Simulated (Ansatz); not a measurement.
Geometry optimisation in Ansatz: input, command and trajectory.

```yaml
crystal:
  lattice:
    - [4.0304593298, 0.0, 0.0]
    - [-2.0152296649, 3.4904801686, 0.0]
    - [0.0, 0.0, 5.3288665978]
  atoms:
    - { symbol: Sb, position: [0.3333333333, 0.6666666667, 0.25] }
    - { symbol: Sb, position: [0.6666666667, 0.3333333333, 0.75] }
    - { symbol: Pt, position: [0.0, 0.0, 0.0] }
    - { symbol: Pt, position: [0.0, 0.0, 0.5] }
basis:
  ecutwfc: 420
kpoints:
  mp_grid: { grid: [12, 12, 8] }
hamiltonian:
  xc: pbesol
scf:
  occupations: { method: gaussian, width: 0.1 }
output:
  forces: true
  stress: true
  eigenvalues: true
relax:
  adjacent_minimum: "off"
  f_tol: 0.01
  max_steps: 30
  cell: { stress_tol: 0.1, fix: [volume] }
```

```bash
ansatz run input.yaml --threads 1 --pin off --max-ram 2560MiB --backend cpu --events-out ev --progress --plain --runs-dir out
```

The calculation used Ansatz, DFT PBEsol, scalar-relativistic, plane waves, PAW.

The volume is held at 0.91 times that of the relaxed cell.

Of 4 frames 3 are shown, positions in Å and forces in eV/Å; the SCF threshold varies from step to step. Steps run on the plane waves of an earlier cell, with a Pulay correction in the pressure. The basis is chosen afresh for the last frame, the zero of the energies, and at times for earlier ones too; energy and pressure step there, also at an unchanged geometry.

```xyz
4
Lattice="4.0305 0.0000 0.0000 -2.0152 3.4905 0.0000 0.0000 0.0000 5.3289" Properties=species:S:1:pos:R:3:forces:R:3 pbc="T T T" step=1 free_energy_over_end_meV_per_atom=0.12 pressure_GPa=16.93
Sb    0.0000    2.3270    1.3322    0.0000    0.0000    0.0000
Sb    2.0152    1.1635    3.9966    0.0000    0.0000    0.0000
Pt    0.0000    0.0000    0.0000    0.0000    0.0000    0.0000
Pt    0.0000    0.0000    2.6644    0.0000    0.0000    0.0000
4
Lattice="4.0210 0.0000 0.0000 -2.0105 3.4823 0.0000 0.0000 0.0000 5.3539" Properties=species:S:1:pos:R:3:forces:R:3 pbc="T T T" step=2 free_energy_over_end_meV_per_atom=0.05 pressure_GPa=16.82
Sb    0.0000    2.3215    1.3385    0.0000    0.0000    0.0000
Sb    2.0105    1.1608    4.0155    0.0000    0.0000    0.0000
Pt    0.0000    0.0000    0.0000    0.0000    0.0000    0.0000
Pt    0.0000    0.0000    2.6770    0.0000    0.0000    0.0000
4
Lattice="4.0247 0.0000 0.0000 -2.0123 3.4855 0.0000 0.0000 0.0000 5.3442" Properties=species:S:1:pos:R:3:forces:R:3 pbc="T T T" step=4 free_energy_over_end_meV_per_atom=0.00 pressure_GPa=16.86
Sb    0.0000    2.3236    1.3360    0.0000    0.0000    0.0000
Sb    2.0123    1.1618    4.0081    0.0000    0.0000    0.0000
Pt    0.0000    0.0000    0.0000    0.0000    0.0000    0.0000
Pt    0.0000    0.0000    2.6721    0.0000    0.0000    0.0000
```

It took 55 s on 1 thread of Arm Neoverse V1, on a shared host, peak memory 0.49 GiB.

Spin–orbit coupling is left out, which can shift energies with elements as heavy as these.